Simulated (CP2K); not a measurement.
GaN:

```
Ga N
1.0
     3.18693    0.00000    0.00000
     1.59347    2.75996    0.00000
     1.59347    0.91999    2.60212
Ga N
1 1
Direct
  0.00000 0.00000 0.00000
  0.25000 0.25000 0.25000
```

The cell is a database's computed one.

Base run:

```yaml
Program: CP2K 2026.2
Functional: BLYP
Potentials_or_basis: POTENTIAL_UZH Ga GTH-PBE-q13, N GTH-PBE-q5; TZVP-MOLOPT-PBE-GTH basis
Density_cutoff: 9184 eV
k_mesh: 10 × 10 × 10
Occupations: fermi-dirac, width 0.05 eV
Spin: no spin polarisation
```

Its results: band gap on the k mesh 1.76 eV, direct; pressure 13.8 GPa.

**Question.** After a change of settings the same cell gave: band gap on the k mesh 1.65 eV, direct; pressure 4.6 GPa. Which change was it?
A. functional from BLYP to TPSS
B. functional from BLYP to LDA
C. functional from BLYP to OLYP
D. functional from BLYP to WC

**Answer.** A.

Caveats: the potentials were made for another functional, which shifts forces and pressure; the basis of atomic orbitals isn't converged, which shifts pressures, moduli and gaps.

Runs at the PBE level aren't shown here.
